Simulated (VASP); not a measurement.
# ZnSe (Stilleite) (F-43m) in VASP: settings compared, part 2 of 3

VASP 6.6.1. Earlier steps stand in the parts before.

### Step 3. Single point, LDA

Input file INCAR:

```
ALGO = Fast
EDIFF = 1E-7
ENCUT = 300
ISIF = 2
ISMEAR = -1
KPAR = 4
LASPH = True
LCHARG = False
LREAL = False
LWAVE = False
NELM = 100
PREC = Accurate
SIGMA = 0.02
```

Input file KPOINTS:

```
k-points
0
Gamma
  4 4 4
```

Input file POSCAR:

```
ZnSe
1.0
    0.0000000000      2.8338000000      2.8338000000
    2.8338000000      0.0000000000      2.8338000000
    2.8338000000      2.8338000000      0.0000000000
Zn Se
1 1
Direct
    0.0000000000      0.0000000000      0.0000000000
    0.2500000000      0.2500000000      0.2500000000
```

Potentials or basis: VASP PAW LDA potentials, release 64 (Zn, Se).

The run is started by

```sh
> cat potpaw_LDA.64/Zn/POTCAR potpaw_LDA.64/Se/POTCAR > POTCAR
> mpirun -np 4 vasp_std > vasp.out
```

OUTCAR:

```text
EDIFF = 1E-7
   ENCUT = 300
   ISIF = 2
   ISMEAR = -1
   LASPH = True
   LREAL = False
   NELM = 100
   PREC = Accurate

 ion  position               nearest neighbor table
   1  0.000  0.000  0.000-   2 2.45   2 2.45   2 2.45   2 2.45
   2  0.250  0.250  0.250-   1 2.45   1 2.45   1 2.45   1 2.45

  LATTYP: Found a face centered cubic cell.
 ALAT       =     5.6676000000

  Lattice vectors:

 A1 = (   0.0000000000,   2.8338000000,   2.8338000000)
 A2 = (   2.8338000000,   0.0000000000,   2.8338000000)
 A3 = (   2.8338000000,   2.8338000000,   0.0000000000)

Analysis of symmetry for initial positions (statically):
=====================================================================
 Subroutine PRICEL returns:
 Original cell was already a primitive cell.

 Routine SETGRP: Setting up the symmetry group for a
 face centered cubic supercell.

 Subroutine GETGRP returns: Found 24 space group operations
 (whereof 24 operations were pure point group operations)
 out of a pool of 48 trial point group operations.

The static configuration has the point symmetry T_d .

Analysis of symmetry for dynamics (positions and initial velocities):
=====================================================================
 Subroutine PRICEL returns:
 Original cell was already a primitive cell.

 Routine SETGRP: Setting up the symmetry group for a
 face centered cubic supercell.

 Subroutine GETGRP returns: Found 24 space group operations
 (whereof 24 operations were pure point group operations)
 out of a pool of 48 trial point group operations.

The dynamic configuration has the point symmetry T_d .

 Subroutine INISYM returns: Found 24 space group operations
 (whereof 24 operations are pure point group operations),
 and found     1 'primitive' translations

----------------------------------------------------------------------------------------

                                     Primitive cell

  volume of cell :      45.5132

  direct lattice vectors                    reciprocal lattice vectors
     0.000000000  2.833800000  2.833800000    -0.176441527  0.176441527  0.176441527
     2.833800000  0.000000000  2.833800000     0.176441527 -0.176441527  0.176441527
     2.833800000  2.833800000  0.000000000     0.176441527  0.176441527 -0.176441527

  length of vectors
     4.007598393  4.007598393  4.007598393     0.305605690  0.305605690  0.305605690

  position of ions in fractional coordinates (direct lattice)
     0.000000000  0.000000000  0.000000000
     0.250000000  0.250000000  0.250000000

  ion indices of the primitive-cell ions
   primitive index   ion index
                 1           1
                 2           2

----------------------------------------------------------------------------------------

 KPOINTS: k-points

Automatic generation of k-mesh.
 Grid dimensions read from file:
 generate k-points for:    4    4    4

 Generating k-lattice:

  Cartesian coordinates                     Fractional coordinates (reciprocal lattice)
    -0.044110382  0.044110382  0.044110382     0.250000000  0.000000000  0.000000000
     0.044110382 -0.044110382  0.044110382     0.000000000  0.250000000  0.000000000
     0.044110382  0.044110382 -0.044110382     0.000000000  0.000000000  0.250000000

  Length of vectors
     0.076401422  0.076401422  0.076401422

  Shift w.r.t. Gamma in fractional coordinates (k-lattice)
[... 20 lines left out ...]
   dimension x,y,z NGX =    24 NGY =   24 NGZ =   24
   dimension x,y,z NGXF=    48 NGYF=   48 NGZF=   48
   ions per type =               1   1
   NGX,Y,Z   is equivalent  to a cutoff of   9.96,  9.96,  9.96 a.u.
   NGXF,Y,Z  is equivalent  to a cutoff of  19.91, 19.91, 19.91 a.u.
 SYSTEM =  unknown system
   PREC   = accura    normal or accurate (medium, high low for compatibility)
   ISTART =      0    job   : 0-new  1-cont  2-samecut
   ICHARG =      2    charge: 1-file 2-atom 10-const
   ISPIN  =      1    spin polarized calculation?
   LNONCOLLINEAR =      F non collinear calculations
   LSORBIT =      F    spin-orbit coupling
   LASPH  =      T    aspherical Exc in radial PAW
   ENCUT  =  300.0 eV  22.05 Ry    4.70 a.u.   5.66  5.66  5.66*2*pi/ulx,y,z
   NELM   =    100;   NELMIN=  2; NELMDL= -5     # of ELM steps
   EDIFF  = 0.1E-06   stopping-criterion for ELM
   LREAL  =      F    real-space projection
   EDIFFG = 0.1E-05   stopping-criterion for IOM
   NSW    =      0    number of steps for IOM
   IBRION =     -1    ionic relax: 0-MD 1-quasi-New 2-CG
   NFREE  =      0    steps in history (QN), initial steepest desc. (CG)
   ISIF   =      2    stress and relaxation
   ISYM   =      2    0-nonsym 1-usesym 2-fastsym
   POTIM  = 0.5000    time-step for ionic-motion
   TEBEG  =    0.0;   TEEND  =   0.0 temperature during run
   PSTRESS=    0.0 pullay stress
   NELECT =      18.0000    total number of electrons
   NUPDOWN=      -1.0000    fix difference up-down
   EMIN   =  10.00;   EMAX   =-10.00  energy-range for DOS
   EFERMI =   0.00;   METHOD = LEGACY
   ISMEAR =    -1;   SIGMA  =   0.02  broadening in eV -4-tet -1-fermi 0-gaus
   EFERMI_NEDOS =   21; number of points for ismear=-14 and -15
   IALGO  =     68    algorithm
   IMIX   =      4    mixing-type and parameters
     AMIX     =   0.40;   BMIX     =  1.00
     AMIX_MAG =   1.60;   BMIX_MAG =  1.00
  volume/ion in A,a.u.               =      22.76       153.57
  Fermi-wavevector in a.u.,A,eV,Ry     =   1.201673  2.270834 19.647073  1.444019
  Thomas-Fermi vector in A             =   2.337476
   LORBIT       =      0    0 simple, 1 ext, 2 COOP (PROOUT), +10 PAW based schemes
   GGA     = CA    functional components
   LHFCALC =     F    Hartree Fock is set to
   AEXX    =    0.0000 exact exchange contribution
   IVDW    =     0    specifies the selected vdW correction
   LEPSILON=     F    determine dielectric tensor
   LRPA    =     F    only Hartree local field effects (RPA)
 non-spin polarized calculation
 RMM-DIIS sequential band-by-band and
  energy-cutoff  :      300.00
  volume of cell :       45.51
 maximum number of plane-waves:       544
 NGX is ok and might be reduce to    24
   NGX = 11   NGY = 11   NGZ = 11

 number of electron      17.9999993 magnetization

 Free energy of the ion-electron system (eV)
  ---------------------------------------------------
  ext. energy  EPLUGINS =         0.00000000
  ---------------------------------------------------
  free energy    TOTEN  =        -7.27520005 eV

  energy without entropy =       -7.27520005  energy(sigma->0) =       -7.27520005

 E-fermi :   2.0388     XC(G=0):  -9.6911

 val. band max:        1.5448343559   @ k =   0.0000   0.0000   0.0000
 cond. band min:       2.5879884634   @ k =   0.0000   0.0000   0.0000
 fundamental gap:      1.0431541074
 Fermi energy:         2.0388408118

 k-point     1 :       0.0000    0.0000    0.0000
  band No.  band energies     occupation
      1     -11.7454      2.00000
      2      -5.1446      2.00000
      3      -5.1446      2.00000
      4      -5.1446      2.00000
      5      -4.7867      2.00000
      6      -4.7867      2.00000
      7       1.5448      2.00000
      8       1.5448      2.00000
      9       1.5448      2.00000
     10       2.5880      0.00000
     11       7.2142      0.00000
     12       7.2142      0.00000
     13       7.2142      0.00000
[... 98 lines left out ...]
  band No.  band energies     occupation
      1     -10.6698      2.00000
      2      -5.0295      2.00000
      3      -4.9451      2.00000
      4      -4.8163      2.00000
      5      -4.8162      2.00000
      6      -4.4817      2.00000
      7      -3.2223      2.00000
      8      -1.2738      2.00000
      9      -1.1705      2.00000
     10       6.8666      0.00000
     11       6.9861      0.00000
     12       8.3248      0.00000
     13       9.0734      0.00000

------------------------ aborting loop because EDIFF is reached ----------------------------------------

  FORCE on cell =-STRESS in cart. coord.  units (eV):
  Direction    XX          YY          ZZ          XY          YZ          ZX
  --------------------------------------------------------------------------------------
  -------------------------------------------------------------------------------------
  Total       -0.8026831     -0.8026831     -0.8026831      0.0000000      0.0000000      0.0000000
  in kB      -28.2564186    -28.2564186    -28.2564186      0.0000000      0.0000000      0.0000000
  external PRESSURE =     -28.2564186 kB  Pullay stress =       0.0000000 kB

 VOLUME and BASIS-vectors are now :
 -----------------------------------------------------------------------------
  energy-cutoff  :      300.00
  volume of cell :       45.51
      direct lattice vectors                 reciprocal lattice vectors
     0.000000000  2.833800000  2.833800000    -0.176441527  0.176441527  0.176441527
     2.833800000  0.000000000  2.833800000     0.176441527 -0.176441527  0.176441527
     2.833800000  2.833800000  0.000000000     0.176441527  0.176441527 -0.176441527

 POSITION                                       TOTAL-FORCE (eV/Angst)
 -----------------------------------------------------------------------------------
      0.00000      0.00000      0.00000        -0.000000      0.000000      0.000000
      1.41690      1.41690      1.41690         0.000000     -0.000000     -0.000000
 -----------------------------------------------------------------------------------
    total drift:                               -0.000003     -0.000003     -0.000002

  FREE ENERGIE OF THE ION-ELECTRON SYSTEM (eV)
  ---------------------------------------------------
  free  energy   TOTEN  =        -7.2752000450 eV

  energy  without entropy=       -7.2752000450  energy(sigma->0) =       -7.27520005
```

OSZICAR:

```text
N       E                     dE             d eps       ncg     rms          rms(c)
DAV:   1     0.672242267243E+02    0.67224E+02   -0.64411E+03   208   0.104E+03
DAV:   2    -0.378025744124E+01   -0.71004E+02   -0.68614E+02   243   0.224E+02
DAV:   3    -0.757122180107E+01   -0.37910E+01   -0.37837E+01   238   0.553E+01
DAV:   4    -0.759952339106E+01   -0.28302E-01   -0.28300E-01   238   0.544E+00
DAV:   5    -0.759970097433E+01   -0.17758E-03   -0.17758E-03   243   0.372E-01    0.482E+00
RMM:   6    -0.731161594290E+01    0.28809E+00   -0.71942E-01   226   0.895E+00    0.375E+00
RMM:   7    -0.727933040494E+01    0.32286E-01   -0.14227E-01   222   0.394E+00    0.140E+00
RMM:   8    -0.727651573185E+01    0.28147E-02   -0.23496E-02   247   0.126E+00    0.596E-01
RMM:   9    -0.727527492496E+01    0.12408E-02   -0.60902E-03   233   0.100E+00    0.164E-01
RMM:  10    -0.727518386748E+01    0.91057E-04   -0.12921E-03   252   0.435E-01    0.524E-02
RMM:  11    -0.727520827543E+01   -0.24408E-04   -0.17431E-04   244   0.117E-01    0.583E-02
RMM:  12    -0.727519997160E+01    0.83038E-05   -0.32782E-05   233   0.617E-02    0.838E-03
RMM:  13    -0.727520015264E+01   -0.18103E-06   -0.27122E-06   246   0.175E-02    0.746E-03
RMM:  14    -0.727520004823E+01    0.10441E-06   -0.61306E-07   231   0.880E-03    0.215E-03
RMM:  15    -0.727520004501E+01    0.32187E-08   -0.69759E-08   137   0.297E-03
   1 F= -.72752000E+01 E0= -.72752000E+01  d E =-.924235E-12
```

It took 2 s on 4 MPI ranks of Intel Xeon Platinum 8259CL at 2.50GHz (Skylake/Cascade Lake), shared host; peak memory 0.11 GiB.

Results:

```yaml
Free_energy: -7.2752 eV
Band_gap_on_the_k_mesh: 1.04 eV, direct
```

Caveat: the k mesh is coarse (spacing up to 0.48 Å⁻¹), so the values aren't converged; the cutoff is under 1.25 times the usual one of these potentials, so pressure, stress and relaxed cells hold a basis-set (Pulay) error. A hybrid or GW would open this gap; LDA tends to underestimate it.

(Continued in part 3 of 3.)
